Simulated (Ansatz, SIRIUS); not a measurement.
This is a calculation of Au for SIRIUS 7.12.0. The given cell was strained at random by a few per cent at fixed volume. This isn't the form of Au at room conditions, which is fcc.

File sirius.json:

```json
{
  "control": {
    "processing_unit": "cpu",
    "verbosity": 2,
    "num_bands_to_print": 17,
    "print_forces": true,
    "print_stress": true
  },
  "parameters": {
    "electronic_structure_method": "pseudopotential",
    "xc_functionals": ["XC_GGA_X_PBE_SOL", "XC_GGA_C_PBE_SOL"],
    "gk_cutoff": 8.8,
    "pw_cutoff": 17.6,
    "ngridk": [11, 11, 11],
    "shiftk": [0, 0, 0],
    "smearing": "fermi_dirac",
    "smearing_width": 0.0018374661,
    "num_bands": 17,
    "num_mag_dims": 0,
    "num_dft_iter": 100,
    "energy_tol": 1e-08,
    "density_tol": 1e-06
  },
  "iterative_solver": {
    "type": "davidson",
    "min_tolerance": 1e-10
  },
  "mixer": {
    "type": "anderson",
    "beta": 0.7,
    "max_history": 8
  },
  "settings": {
    "tol_ne": 1e-10,
    "pseudo_grid_cutoff": 6.5
  },
  "unit_cell": {
    "lattice_vectors": [
      [-3.150626984021, 3.044057768949, 3.14581952076],
      [3.030619926477, -3.090994786432, 3.072749480699],
      [3.281382803762, 3.2217524959, -3.192756538243]
    ],
    "atom_coordinate_units": "lattice",
    "atom_types": ["Au"],
    "atom_files": {
      "Au": "Au.json"
    },
    "atoms": {
      "Au": [
        [-0.009882, -0.017092, -0.021301]
      ]
    }
  }
}
```

Potentials or basis: PseudoDojo 0.4.1 PBEsol standard (scalar relativistic).

Run with:

```sh
$ upf_to_json Au.upf
$ OMP_NUM_THREADS=1 sirius.scf --input=sirius.json --output=out.json --task=0
```

What does the same run look like in Ansatz 0.2.0? Potentials or basis there: Ansatz PAW, cutoff 420 eV.

As run (cutoffs and basis follow the program's own potentials, and thresholds, step limits or extra output files can differ):

File input.yaml:

```yaml
crystal:
  lattice:
    - [-1.66724, 1.610846, 1.664696]
    - [1.603735, -1.635684, 1.626029]
    - [1.736433, 1.704878, -1.689534]
  atoms:
    - { symbol: Au, position: [-0.009882, -0.017092, -0.021301] }
hamiltonian:
  xc: pbesol
  pseudopotentials: { kind: paw }
kpoints:
  mp_grid: { grid: [11, 11, 11] }
scf:
  occupations: { method: fermi_dirac, width: 0.05 }
output:
  forces: true
  stress: true
  eigenvalues: true
```

Potentials or basis: Ansatz PAW.

The run is started by

```sh
$ ansatz run input.yaml --threads 1 --pin off --max-ram 3584MiB --backend cpu --events-out ev --progress --plain --runs-dir out
```

Both were run:

|  | SIRIUS | Ansatz |
| --- | --- | --- |
| Pressure | -8.8 GPa | -8.5 GPa |

Ansatz's pressure holds a Pulay term of +0.04 GPa for its cutoff of 420 eV, which the other run lacks.

Ansatz's potentials were made for PBE.

Where Ansatz's input types no cutoff or centring, it takes its own default and a Γ-centred mesh.

Pressure is positive in compression.
